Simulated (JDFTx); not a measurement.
# BN (F-43m) in JDFTx: a series of runs

One crystal, BN, is run at these levels: RPBE; tasks: equation of state.

All numbers are computed with JDFTx 1.7.0 (patched build); they aren't measurements. Logs are shortened: lines on timing, memory, paths and dates and some standing lists are left out, and cuts for length are marked. The log counts tension as positive stress, the text compression.

**Experimental background.**

From “Effect of nanostructuration on compressibility of cubic BN”, 2012, arxiv:1208.3664, for a bulk crystal of BN at 300 K: bulk modulus 395 ± 2 GPa.

The runs below are set against these values where they give the same quantity.

## 1. The crystal as given

Symmetry: F-43m, No. 216, cubic system. Conventional cell: a = 3.626 Å, b = 3.626 Å, c = 3.626 Å, α = 90.00°, β = 90.00°, γ = 90.00°. Around N (site symmetry -43m) lie 4 B at 1.57 Å. B (site symmetry -43m) is surrounded by 4 N at 1.57 Å.

The cell is a database's computed one.

## 2. Equation of state, RPBE, 5.60 Å³/atom (volume scaled by 0.94)

File BN.in:

```
include BN.lattice
coords-type Lattice
include BN.ionpos

ion-species pseudo/N.upf
ion-species pseudo/B.upf
elec-cutoff 42 336
elec-ex-corr gga-x-rpbe gga-c-pbe
kpoint-folding 13 13 13
elec-smearing Fermi 0.0018374661
elec-n-bands 9
electronic-SCF nIterations 100 energyDiffThreshold 1e-09
electronic-minimize nIterations 30 energyDiffThreshold 1e-7
forces-output-coords Cartesian

dump-name run.$VAR
dump End Ecomponents EigStats BandEigs Kpoints Forces Stress
```

File BN.lattice:

```
lattice \
    0.0000000000     3.3561358239     3.3561358239 \
    3.3561358239     0.0000000000     3.3561358239 \
    3.3561358239     3.3561358239     0.0000000000
```

File BN.ionpos:

```
ion N      0.2500000000     0.2500000000     0.2500000000 1
ion B      0.0000000000     0.0000000000     0.0000000000 1
```

Potentials or basis: PseudoDojo-SR-PBE-0.5-standard.

Run with:

```sh
> jdftx -c 1 -i BN.in -o BN.out
```

Standard output:

```text
*************** JDFTx 1.7.0 (patched build) ***************

Input parsed successfully to the following command list (including defaults):
[... the input with its defaults ...]

---------- Setting up symmetries ----------

Found 48 point-group symmetries of the bravais lattice
Found 24 space-group symmetries with basis
Applied RMS atom displacement 0 bohrs to make symmetries exact.

---------- Initializing the Grid ----------
R =
[            0      3.35614      3.35614  ]
[      3.35614            0      3.35614  ]
[      3.35614      3.35614            0  ]
unit cell volume = 75.6047
G =
[  -0.936074   0.936074   0.936074  ]
[   0.936074  -0.936074   0.936074  ]
[   0.936074   0.936074  -0.936074  ]
Minimum fftbox size, Smin = [  40  40  40  ]
Chosen fftbox size, S = [  40  40  40  ]

---------- Initializing tighter grid for wavefunction operations ----------
R =
[            0      3.35614      3.35614  ]
[      3.35614            0      3.35614  ]
[      3.35614      3.35614            0  ]
unit cell volume = 75.6047
G =
[  -0.936074   0.936074   0.936074  ]
[   0.936074  -0.936074   0.936074  ]
[   0.936074   0.936074  -0.936074  ]
Minimum fftbox size, Smin = [  28  28  28  ]
Chosen fftbox size, S = [  28  28  28  ]

---------- Exchange Correlation functional ----------
Initialized LibXC exchange functional 'Hammer, Hansen, and Norskov'
Initialized LibXC correlation functional 'Perdew, Burke & Ernzerhof'

---------- Setting up pseudopotentials ----------
Width of ionic core gaussian charges (only for fluid interactions / plotting) set to 0

Reading pseudopotential file 'pseudo/N.upf':
  'N' pseudopotential, 'PBE' functional
  Generated using ONCVPSP code by D. R. Hamann
  5 valence electrons, 2 orbitals, 4 projectors, 1001 radial grid points, with lMax = 1
    2S    l: 0   occupation:  2.0   eigenvalue: -0.682907
    2P    l: 1   occupation:  3.0   eigenvalue: -0.260548
  Core radius for overlap checks: 1.31 bohrs.

Reading pseudopotential file 'pseudo/B.upf':
  'B' pseudopotential, 'PBE' functional
  Generated using ONCVPSP code by D. R. Hamann
  3 valence electrons, 2 orbitals, 4 projectors, 1001 radial grid points, with lMax = 1
    2S    l: 0   occupation:  2.0   eigenvalue: -0.347027
    2P    l: 1   occupation:  1.0   eigenvalue: -0.132548
  Core radius for overlap checks: 1.18 bohrs.

Initialized 2 species with 2 total atoms.

Folded 1 k-points by 13x13x13 to 2197 k-points.

---------- Setting up k-points, bands, fillings ----------
Adding inversion symmetry to k-mesh for non-inversion-symmetric unit cell.
Reduced to 84 k-points under symmetry.
Computing the number of bands and number of electrons
Calculating initial fillings.
nElectrons:   8.000000   nBands: 9   nStates: 84

----- Setting up reduced wavefunction bases (one per k-point) -----
average nbasis = 982.718 , ideal nbasis = 982.916

---------- Setting up ewald sum ----------
Optimum gaussian width for ewald sums = 1.524299 bohr.
Real space sum over 1331 unit cells with max indices [  5  5  5  ]
Reciprocal space sum over 2197 terms with max indices [  6  6  6  ]

---------- Allocating electronic variables ----------
Initializing wave functions:  linear combination of atomic orbitals
Note: number of bands (9) exceeds available atomic orbitals (8)
N pseudo-atom occupations:   s ( 2 )  p ( 3 )
B pseudo-atom occupations:   s ( 2 )  p ( 1 )
	FillingsUpdate:  mu: +0.667401605  nElectrons: 8.000000
LCAOMinimize: Iter:   0  F: -12.8164307220155465  |grad|_K:  4.463e-03  alpha:  1.000e+00
	FillingsUpdate:  mu: +0.654588444  nElectrons: 8.000000
LCAOMinimize: Iter:   1  F: -12.8467543107978095  |grad|_K:  2.188e-04  alpha:  4.241e-01  linmin: -5.228e-01  cgtest:  7.044e-01
LCAOMinimize: Encountered beta<0, resetting CG.
[... 7 lines of inner loops ...]
	FillingsUpdate:  mu: +0.653710779  nElectrons: 8.000000
LCAOMinimize: Iter:   5  F: -12.8468799600852197  |grad|_K:  1.367e-09  alpha:  5.364e-01  linmin: -9.679e-03  cgtest:  4.794e-02
LCAOMinimize: Encountered beta<0, resetting CG.
LCAOMinimize: Converged (|Delta F|<1.000000e-06 for 2 iters).

-------- Electronic minimization -----------
Will mix electronic density at each iteration.
	FillingsUpdate:  mu: +0.653710779  nElectrons: 8.000000
	FillingsUpdate:  mu: +0.563280909  nElectrons: 8.000000
SCF: Cycle:  0   F: -12.898216188394201   dF: -5.134e-02   |Residual|: 5.128e-02   |deigs|: 2.383e-01
	FillingsUpdate:  mu: +0.565618022  nElectrons: 8.000000
SCF: Cycle:  1   F: -12.898543615680296   dF: -3.274e-04   |Residual|: 2.652e-02   |deigs|: 1.123e-02
	FillingsUpdate:  mu: +0.568894140  nElectrons: 8.000000
SCF: Cycle:  2   F: -12.898594435501618   dF: -5.082e-05   |Residual|: 2.501e-03   |deigs|: 4.702e-03
	FillingsUpdate:  mu: +0.569306498  nElectrons: 8.000000
SCF: Cycle:  3   F: -12.898596111778277   dF: -1.676e-06   |Residual|: 1.201e-03   |deigs|: 5.032e-04
	FillingsUpdate:  mu: +0.569616522  nElectrons: 8.000000
SCF: Cycle:  4   F: -12.898596563574761   dF: -4.518e-07   |Residual|: 1.260e-04   |deigs|: 2.576e-04
	FillingsUpdate:  mu: +0.569626917  nElectrons: 8.000000
SCF: Cycle:  5   F: -12.898596583003261   dF: -1.943e-08   |Residual|: 4.222e-05   |deigs|: 9.435e-05
	FillingsUpdate:  mu: +0.569638715  nElectrons: 8.000000
SCF: Cycle:  6   F: -12.898596587820606   dF: -4.817e-09   |Residual|: 7.759e-06   |deigs|: 2.431e-04
	FillingsUpdate:  mu: +0.569640904  nElectrons: 8.000000
SCF: Cycle:  7   F: -12.898596588550681   dF: -7.301e-10   |Residual|: 4.217e-06   |deigs|: 3.661e-04
	FillingsUpdate:  mu: +0.569640517  nElectrons: 8.000000
SCF: Cycle:  8   F: -12.898596588763406   dF: -2.127e-10   |Residual|: 2.365e-06   |deigs|: 1.356e-04
SCF: Converged (|Delta E|<1.000000e-09 for 2 iters).

Setting wave functions to eigenvectors of Hamiltonian

# Stress tensor in Cartesian coordinates [Eh/a0^3]:
[ -0.000904965            0            0  ]
[            0 -0.000904965            0  ]
[            0            0 -0.000904965  ]

# Ionic positions in lattice coordinates:
ion N   0.250000000000000   0.250000000000000   0.250000000000000 1
ion B   0.000000000000000   0.000000000000000   0.000000000000000 1

# Forces in Cartesian coordinates:
force N  -0.000000000000000  -0.000000000000000  -0.000000000000000 1
force B  -0.000000000000000   0.000000000000000   0.000000000000000 1

# Energy components:
   Eewald =      -13.4040604330791133
       EH =        1.7518432685963192
     Eloc =       -5.8180551612120999
      Enl =       -1.0995590832478717
      Exc =       -4.4214148537997753
 Exc_core =        0.5078914929955491
       KE =        9.5847581809835845
-------------------------------------
     Etot =      -12.8985965887634038
       TS =        0.0000000000000013
-------------------------------------
        F =      -12.8985965887634055

IonicMinimize: Iter:   0  F: -12.898596588763406  |grad|_K:        nan
IonicMinimize: None of the convergence criteria satisfied after 0 iterations.

#--- Lowdin population analysis ---
# oxidation-state N -0.328
# oxidation-state B +0.355

Dumping 'run.eigStats' ...
	eMin: -0.321677 at state 0 ( [ +0.000000 +0.000000 +0.000000 ] spin 0 )
	HOMO: +0.442304 at state 0 ( [ +0.000000 +0.000000 +0.000000 ] spin 0 )
	mu  : +0.569641
	LUMO: +0.617484 at state 47 ( [ +0.000000 +0.461538 +0.461538 ] spin 0 )
	eMax: +1.394740 at state 0 ( [ +0.000000 +0.000000 +0.000000 ] spin 0 )
	HOMO-LUMO gap: +0.175180
	Optical gap  : +0.336246 at state 0 ( [ +0.000000 +0.000000 +0.000000 ] spin 0 )
Done!
[note: mu as printed may lie anywhere between the filled and the empty levels]
```

It took 22 s on 1 thread of Arm Neoverse V2, shared host; peak memory 0.07 GiB.

Results:

```yaml
Free_energy: -350.9887 eV
Pressure: 26.6 GPa
Band_gap_on_the_k_mesh: 4.77 eV, indirect (least direct gap 9.15 eV)
Loewdin_charges: N -0.33; B +0.35 e
```

Caveat: the potentials were made for another functional, which shifts forces and pressure; an odd mesh through Γ misses points on the zone boundary, where band edges often lie.

## 3. Equation of state, RPBE, 5.72 Å³/atom (volume scaled by 0.96)

BN.in is that of step 2.

File BN.lattice:

```
lattice \
    0.0000000000     3.3797713619     3.3797713619 \
    3.3797713619     0.0000000000     3.3797713619 \
    3.3797713619     3.3797713619     0.0000000000
```

BN.ionpos is that of step 2.

Potentials or basis: PseudoDojo-SR-PBE-0.5-standard.

Run with:

```sh
> jdftx -c 1 -i BN.in -o BN.out
```

Wall time 22 s (1 thread of Arm Neoverse V2, shared host); peak memory 0.07 GiB.

Results (log left out):

| Property | Result |
| --- | --- |
| Free energy | -351.0213 eV |
| Pressure | 17.3 GPa |
| Band gap on the k mesh | 4.74 eV, indirect (least direct gap 9.05 eV) |
| Loewdin charges | N -0.33; B +0.36 e |

Caveat: the potentials were made for another functional, which shifts forces and pressure; an odd mesh through Γ misses points on the zone boundary, where band edges often lie.

## 4. Equation of state, RPBE, 5.84 Å³/atom (volume scaled by 0.98)

BN.in is that of step 3.

File BN.lattice:

```
lattice \
    0.0000000000     3.4030808665     3.4030808665 \
    3.4030808665     0.0000000000     3.4030808665 \
    3.4030808665     3.4030808665     0.0000000000
```

BN.ionpos is that of step 3.

Run with:

```sh
> jdftx -c 1 -i BN.in -o BN.out
```

Wall time 21 s (1 thread of Arm Neoverse V2, shared host); peak memory 0.07 GiB.

The run converged. Its results:

- Free energy: -351.0406 eV
- Pressure: 8.8 GPa
- Band gap on the k mesh: 4.71 eV, indirect (least direct gap 8.94 eV)
- Loewdin charges: N -0.33; B +0.36 e

Caveat: the potentials were made for another functional, which shifts forces and pressure; an odd mesh through Γ misses points on the zone boundary, where band edges often lie.

## 5. Equation of state, RPBE, 5.96 Å³/atom

BN.in is that of step 4.

File BN.lattice:

```
lattice \
    0.0000000000     3.4260753537     3.4260753537 \
    3.4260753537     0.0000000000     3.4260753537 \
    3.4260753537     3.4260753537     0.0000000000
```

BN.ionpos is that of step 4.

Run with:

```sh
> jdftx -c 1 -i BN.in -o BN.out
```

It took 22 s on 1 thread of Arm Neoverse V2, shared host; peak memory 0.07 GiB.

The run converged. Its results:

* Free energy: -351.0478 eV
* Pressure: 1.1 GPa
* Band gap on the k mesh: 4.69 eV, indirect (least direct gap 8.85 eV)
* Loewdin charges: N -0.33; B +0.36 e

Caveat: the potentials were made for another functional, which shifts forces and pressure; an odd mesh through Γ misses points on the zone boundary, where band edges often lie.

## 6. Equation of state, RPBE, 6.08 Å³/atom (volume scaled by 1.02)

BN.in is that of step 5.

File BN.lattice:

```
lattice \
    0.0000000000     3.4487652558     3.4487652558 \
    3.4487652558     0.0000000000     3.4487652558 \
    3.4487652558     3.4487652558     0.0000000000
```

BN.ionpos is that of step 5.

Potentials or basis: PseudoDojo-SR-PBE-0.5-standard.

Run with:

```sh
> jdftx -c 1 -i BN.in -o BN.out
```

It took 24 s on 1 thread of Arm Neoverse V2, shared host; peak memory 0.08 GiB.

It converged, with:

```yaml
Free_energy: -351.0441 eV
Pressure: -6.0 GPa
Band_gap_on_the_k_mesh: 4.66 eV, indirect (least direct gap 8.75 eV)
Loewdin_charges: N -0.33; B +0.36 e
```

Caveat: the potentials were made for another functional, which shifts forces and pressure; an odd mesh through Γ misses points on the zone boundary, where band edges often lie.

## 7. Equation of state, RPBE, 6.20 Å³/atom (volume scaled by 1.04)

BN.in is that of step 6.

File BN.lattice:

```
lattice \
    0.0000000000     3.4711604628     3.4711604628 \
    3.4711604628     0.0000000000     3.4711604628 \
    3.4711604628     3.4711604628     0.0000000000
```

BN.ionpos is that of step 6.

Run with:

```sh
> jdftx -c 1 -i BN.in -o BN.out
```

Run time: 24 s. Hardware: 1 thread of Arm Neoverse V2, shared host; peak memory 0.08 GiB.

Results (log left out):

- Free energy: -351.0303 eV
- Pressure: -12.4 GPa
- Band gap on the k mesh: 4.64 eV, indirect (least direct gap 8.65 eV)
- Loewdin charges: N -0.33; B +0.36 e

Caveat: the potentials were made for another functional, which shifts forces and pressure; an odd mesh through Γ misses points on the zone boundary, where band edges often lie.

## 8. Equation of state, RPBE, 6.32 Å³/atom (volume scaled by 1.06)

BN.in is that of step 7.

File BN.lattice:

```
lattice \
    0.0000000000     3.4932703613     3.4932703613 \
    3.4932703613     0.0000000000     3.4932703613 \
    3.4932703613     3.4932703613     0.0000000000
```

BN.ionpos is that of step 7.

Run with:

```sh
> jdftx -c 1 -i BN.in -o BN.out
```

Wall time 24 s (1 thread of Arm Neoverse V2, shared host); peak memory 0.08 GiB.

The run converged. Its results:

```yaml
Free_energy: -351.0074 eV
Pressure: -18.3 GPa
Band_gap_on_the_k_mesh: 4.61 eV, indirect (least direct gap 8.56 eV)
Loewdin_charges: N -0.33; B +0.36 e
```

Caveat: the potentials were made for another functional, which shifts forces and pressure; an odd mesh through Γ misses points on the zone boundary, where band edges often lie.

## 9. Equation of state, RPBE

Potentials or basis: PseudoDojo-SR-PBE-0.5-standard.

No new run: the results of the series are fitted here.

What came out:

- Equilibrium volume: 5.98 Å³/atom
- Bulk modulus: 365 GPa
- Pressure derivative of the bulk modulus: 3.7

Energy against volume, from the lowest point:
```tsv
volume (Å³/atom)	energy (meV/atom)
5.602	29.56
5.721	13.28
5.840	3.62
5.959	0.00
6.078	1.88
6.198	8.76
6.317	20.19
```

Caveat: the potentials were made for another functional, which shifts forces and pressure.

## 10. The reference run

An earlier run on the cell as given: functional PBE; potentials or basis PseudoDojo-SR-PBE-0.5-standard with smoothed tails; cutoff 1143 eV; density cutoff 9143 eV; k mesh 13 × 13 × 13; occupations fermi-dirac, width 0.05 eV; no spin polarisation.

* Pressure: -0.7 GPa
* Band gap on the k mesh: 4.60 eV, indirect (least direct gap 8.83 eV)
* Loewdin charges: N -0.33; B +0.35 e

## 11. How close it comes

Step 9. Against the measured bulk modulus of BN, 395 GPa (300 K; quoted in “Effect of nanostructuration on compressibility of cubic BN”, 2012, arxiv:1208.3664), the calculated 365 GPa is off by -7.6 %. The fit is for a static lattice scaled at fixed shape and fixed fractional positions.
